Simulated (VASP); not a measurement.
# Pb (Fm-3m) in VASP: settings compared

Aim: see how the results for Pb move with the level of theory and the settings. Levels: PBEsol, r2SCAN. Tasks: single point.

Program: VASP 6.6.1. These are calculated values, not measurements. Logs are shortened: lines on timing, memory, paths and dates and some standing lists are left out, and cuts for length are marked.

**1. The structure**

The structure is cubic, space group Fm-3m (No. 225). Conventional cell: a = 4.935 Å, b = 4.935 Å, c = 4.935 Å, α = 90.00°, β = 90.00°, γ = 90.00°. Pb (site symmetry m-3m) is surrounded by 12 Pb at 3.49 Å.

**2. Single point, PBEsol**

Contents of INCAR:

```
SYSTEM = Pb
PREC     = Accurate       ! precision mode
ENCUT    = 700            ! plane-wave cutoff, eV
EDIFF    = 1E-6           ! SCF threshold, eV
ISMEAR   = 0              ! smearing method
SIGMA    = 0.1            ! smearing width, eV
LREAL    = .FALSE.        ! projectors in reciprocal space
LASPH    = .TRUE.         ! aspherical terms in the spheres
NELM     = 60             ! most SCF steps
ALGO     = Normal         ! electronic algorithm
ISIF     = 2              ! what is computed and relaxed
LWAVE    = .FALSE.        ! write WAVECAR
LCHARG   = .TRUE.         ! write CHGCAR
GGA      = PS             ! functional
LELF     = .TRUE.         ! ELF
LVHAR    = .TRUE.       
NBANDS   = 13             ! bands
```

Contents of KPOINTS:

```
regular mesh
0
G
  14 14 14
  0 0 0
```

Contents of POSCAR:

```
Pb
1.0
    0.0000000000      2.4673600000      2.4673600000
    2.4673600000      0.0000000000      2.4673600000
    2.4673600000      2.4673600000      0.0000000000
Pb
1
Direct
    0.0000000000      0.0000000000      0.0000000000
```

Potentials or basis: VASP PAW PBE potentials, release 64 (Pb_d).

Run with:

```console
$ cat potpaw_PBE.64/Pb_d/POTCAR > POTCAR
$ mpirun -np 1 vasp_std > vasp.out
```

OUTCAR:

```text
SYSTEM = Pb
   PREC = Accurate
   ENCUT = 700
   EDIFF = 1E-6
   ISMEAR = 0
   LREAL = .FALSE.
   LASPH = .TRUE.
   NELM = 60
   ISIF = 2
   GGA = PS

 ion  position               nearest neighbor table
   1  0.000  0.000  0.000-

  LATTYP: Found a face centered cubic cell.
 ALAT       =     4.9347200000

  Lattice vectors:

 A1 = (   0.0000000000,   2.4673600000,   2.4673600000)
 A2 = (   2.4673600000,   0.0000000000,   2.4673600000)
 A3 = (   2.4673600000,   2.4673600000,   0.0000000000)

Analysis of symmetry for initial positions (statically):
=====================================================================
 Subroutine PRICEL returns:
 Original cell was already a primitive cell.

 Routine SETGRP: Setting up the symmetry group for a
 face centered cubic supercell.

 Subroutine GETGRP returns: Found 48 space group operations
 (whereof 48 operations were pure point group operations)
 out of a pool of 48 trial point group operations.

The static configuration has the point symmetry O_h .

Analysis of symmetry for dynamics (positions and initial velocities):
=====================================================================
 Subroutine PRICEL returns:
 Original cell was already a primitive cell.

 Routine SETGRP: Setting up the symmetry group for a
 face centered cubic supercell.

 Subroutine GETGRP returns: Found 48 space group operations
 (whereof 48 operations were pure point group operations)
 out of a pool of 48 trial point group operations.

The dynamic configuration has the point symmetry O_h .

 Subroutine INISYM returns: Found 48 space group operations
 (whereof 48 operations are pure point group operations),
 and found     1 'primitive' translations

----------------------------------------------------------------------------------------

                                     Primitive cell

  volume of cell :      30.0419

  direct lattice vectors                    reciprocal lattice vectors
     0.000000000  2.467360000  2.467360000    -0.202645743  0.202645743  0.202645743
     2.467360000  0.000000000  2.467360000     0.202645743 -0.202645743  0.202645743
     2.467360000  2.467360000  0.000000000     0.202645743  0.202645743 -0.202645743

  length of vectors
     3.489373975  3.489373975  3.489373975     0.350992722  0.350992722  0.350992722

  position of ions in fractional coordinates (direct lattice)
     0.000000000  0.000000000  0.000000000

  ion indices of the primitive-cell ions
   primitive index   ion index
                 1           1

----------------------------------------------------------------------------------------

 KPOINTS: regular mesh

Automatic generation of k-mesh.
 Grid dimensions read from file:
 generate k-points for:   14   14   14

 Generating k-lattice:

  Cartesian coordinates                     Fractional coordinates (reciprocal lattice)
    -0.014474696  0.014474696  0.014474696     0.071428571  0.000000000  0.000000000
     0.014474696 -0.014474696  0.014474696     0.000000000  0.071428571  0.000000000
     0.014474696  0.014474696 -0.014474696     0.000000000  0.000000000  0.071428571

  Length of vectors
     0.025070909  0.025070909  0.025070909

  Shift w.r.t. Gamma in fractional coordinates (k-lattice)
     0.000000000  0.000000000  0.000000000

 Subroutine IBZKPT returns following result:
 ===========================================

 Found    104 irreducible k-points:

 Following reciprocal coordinates:
            Coordinates               Weight
  0.000000  0.000000  0.000000      1.000000
  0.071429  0.000000  0.000000      8.000000
  0.142857  0.000000  0.000000      8.000000
  0.214286  0.000000  0.000000      8.000000
  0.285714  0.000000  0.000000      8.000000
  0.357143  0.000000  0.000000      8.000000
[... 16 lines left out ...]
  0.214286  0.142857  0.000000     24.000000
  0.285714  0.142857  0.000000     24.000000
 [... further k-points ...]
   k-points           NKPTS =    104   k-points in BZ     NKDIM =    104   number of bands    NBANDS=     13
   number of dos      NEDOS =    301   number of ions     NIONS =      1
   total plane-waves  NPLWV =  27000
   dimension x,y,z NGX =    30 NGY =   30 NGZ =   30
   dimension x,y,z NGXF=    60 NGYF=   60 NGZF=   60
   ions per type =               1
   NGX,Y,Z   is equivalent  to a cutoff of  14.29, 14.29, 14.29 a.u.
   NGXF,Y,Z  is equivalent  to a cutoff of  28.59, 28.59, 28.59 a.u.
 SYSTEM =  Pb
   PREC   = accura    normal or accurate (medium, high low for compatibility)
   ISTART =      0    job   : 0-new  1-cont  2-samecut
   ICHARG =      2    charge: 1-file 2-atom 10-const
   ISPIN  =      1    spin polarized calculation?
   LNONCOLLINEAR =      F non collinear calculations
   LSORBIT =      F    spin-orbit coupling
   LASPH  =      T    aspherical Exc in radial PAW
   ENCUT  =  700.0 eV  51.45 Ry    7.17 a.u.   7.53  7.53  7.53*2*pi/ulx,y,z
   NELM   =     60;   NELMIN=  2; NELMDL= -5     # of ELM steps
   EDIFF  = 0.1E-05   stopping-criterion for ELM
   LREAL  =      F    real-space projection
   EDIFFG = 0.1E-04   stopping-criterion for IOM
   NSW    =      0    number of steps for IOM
   IBRION =     -1    ionic relax: 0-MD 1-quasi-New 2-CG
   NFREE  =      0    steps in history (QN), initial steepest desc. (CG)
   ISIF   =      2    stress and relaxation
   ISYM   =      2    0-nonsym 1-usesym 2-fastsym
   POTIM  = 0.5000    time-step for ionic-motion
   TEBEG  =    0.0;   TEEND  =   0.0 temperature during run
   PSTRESS=    0.0 pullay stress
   NELECT =      14.0000    total number of electrons
   NUPDOWN=      -1.0000    fix difference up-down
   EMIN   =  10.00;   EMAX   =-10.00  energy-range for DOS
   EFERMI =   0.00;   METHOD = LEGACY
   ISMEAR =     0;   SIGMA  =   0.10  broadening in eV -4-tet -1-fermi 0-gaus
   EFERMI_NEDOS =   21; number of points for ismear=-14 and -15
   IALGO  =     38    algorithm
   IMIX   =      4    mixing-type and parameters
     AMIX     =   0.40;   BMIX     =  1.00
     AMIX_MAG =   1.60;   BMIX_MAG =  1.00
  volume/ion in A,a.u.               =      30.04       202.73
  Fermi-wavevector in a.u.,A,eV,Ry     =   1.269234  2.398504 21.918369  1.610955
  Thomas-Fermi vector in A             =   2.402286
   LORBIT       =      0    0 simple, 1 ext, 2 COOP (PROOUT), +10 PAW based schemes
   GGA     = PS    functional components
   LHFCALC =     F    Hartree Fock is set to
   AEXX    =    0.0000 exact exchange contribution
   IVDW    =     0    specifies the selected vdW correction
   LEPSILON=     F    determine dielectric tensor
   LRPA    =     F    only Hartree local field effects (RPA)
 non-spin polarized calculation
 Gauss-broadening in eV      SIGMA  =   0.10
  energy-cutoff  :      700.00
  volume of cell :       30.04
 maximum number of plane-waves:      1295
   NGX = 15   NGY = 15   NGZ = 15

 number of electron      14.0000002 magnetization

 Free energy of the ion-electron system (eV)
  ---------------------------------------------------
  ext. energy  EPLUGINS =         0.00000000
  ---------------------------------------------------
  free energy    TOTEN  =        -4.00382872 eV

  energy without entropy =       -4.00174587  energy(sigma->0) =       -4.00278729

 E-fermi :   7.2382     XC(G=0): -10.3858

 val. band max:        7.2356780231   @ k =  -0.2857   0.2857   0.0714
 cond. band min:       7.2530196461   @ k =   0.3571   0.2143   0.0000
 fundamental gap:      0.0173416230
 Fermi energy:         7.2382138131

 k-point     1 :       0.0000    0.0000    0.0000
  band No.  band energies     occupation
      1      -9.7885      2.00000
      2      -9.7885      2.00000
      3      -9.7885      2.00000
      4      -9.6425      2.00000
      5      -9.6425      2.00000
      6      -4.6269      2.00000
      7      14.6901      0.00000
      8      14.6901      0.00000
      9      14.6901      0.00000
     10      16.9743      0.00000
     11      18.6395      0.00000
     12      19.7527      0.00000
     13      19.7527      0.00000

 k-point     2 :       0.0714    0.0000    0.0000
  band No.  band energies     occupation
      1      -9.7888      2.00000
      2      -9.7808      2.00000
      3      -9.7808      2.00000
      4      -9.6431      2.00000
      5      -9.6431      2.00000
      6      -4.5276      2.00000
      7      13.4825      0.00000
      8      14.5648      0.00000
      9      14.5648      0.00000
     10      16.7522      0.00000
     11      19.1626      0.00000
     12      19.9753      0.00000
     13      19.9753      0.00000

 k-point     3 :       0.1429    0.0000    0.0000
  band No.  band energies     occupation
      1      -9.7903      2.00000
      2      -9.7633      2.00000
      3      -9.7633      2.00000
      4      -9.6404      2.00000
      5      -9.6404      2.00000
      6      -4.2294      2.00000
      7      11.2923      0.00000
      8      14.2465      0.00000
      9      14.2465      0.00000
     10      16.4806      0.00000
     11      19.9332      0.00000
     12      20.4154      0.00000
     13      20.4902      0.00000
[... 305 lines left out ...]
 k-point    23 :       0.2143    0.1429    0.0000
  band No.  band energies     occupation
      1      -9.8308      2.00000
      2      -9.7149      2.00000
      3      -9.7074      2.00000
      4      -9.6832      2.00000
      5      -9.6022      2.00000
      6      -3.7339      2.00000
      7      10.5189      0.00000
      8      12.3873      0.00000
      9      12.7128      0.00000
     10      15.8502      0.00000
     11      16.8532      0.00000
     12      21.4782      0.00000
     13      22.3240      0.00000

 k-point    24 :       0.2857    0.1429    0.0000
  band No.  band energies     occupation
      1      -9.8317      2.00000
      2      -9.7285      2.00000
      3      -9.6992      2.00000
      4      -9.6561      2.00000
      5      -9.5708      2.00000
      6      -3.1775      2.00000
      7       8.4621      0.00000
      8      11.9657      0.00000
      9      12.2258      0.00000
     10      15.6536      0.00000
     11      17.2744      0.00000
     12      21.0526      0.00000
     13      21.6502      0.00000

 [... further k-points ...]

------------------------ aborting loop because EDIFF is reached ----------------------------------------

  FORCE on cell =-STRESS in cart. coord.  units (eV):
  Direction    XX          YY          ZZ          XY          YZ          ZX
  --------------------------------------------------------------------------------------
  -------------------------------------------------------------------------------------
  Total       -0.0011620     -0.0011620     -0.0011620      0.0000000      0.0000000     -0.0000000
  in kB       -0.0619723     -0.0619723     -0.0619723      0.0000000      0.0000000     -0.0000000
  external PRESSURE =      -0.0619723 kB  Pullay stress =       0.0000000 kB

 VOLUME and BASIS-vectors are now :
 -----------------------------------------------------------------------------
  energy-cutoff  :      700.00
  volume of cell :       30.04
      direct lattice vectors                 reciprocal lattice vectors
     0.000000000  2.467360000  2.467360000    -0.202645743  0.202645743  0.202645743
     2.467360000  0.000000000  2.467360000     0.202645743 -0.202645743  0.202645743
     2.467360000  2.467360000  0.000000000     0.202645743  0.202645743 -0.202645743

 POSITION                                       TOTAL-FORCE (eV/Angst)
 -----------------------------------------------------------------------------------
      0.00000      0.00000      0.00000         0.000000     -0.000000      0.000000
 -----------------------------------------------------------------------------------
    total drift:                               -0.000000     -0.000000      0.000000

  FREE ENERGIE OF THE ION-ELECTRON SYSTEM (eV)
  ---------------------------------------------------
  free  energy   TOTEN  =        -4.0038287215 eV

  energy  without entropy=       -4.0017458669  energy(sigma->0) =       -4.00278729
```

It took 63 s on 1 thread of Intel Xeon Platinum 8488C (Sapphire Rapids), shared host; peak memory 0.2 GiB.

What came out:

```
Free energy            : -4.0038 eV
Pressure               : 0.0 GPa
Band gap on the k mesh : none (metal or under the smearing width)
```

Caveat: the PAW data sets were made with another functional, which shifts forces and pressure a little. Spin-orbit coupling is left out, which matters for the levels of Pb.

(Part 1 of 3 ends here.)
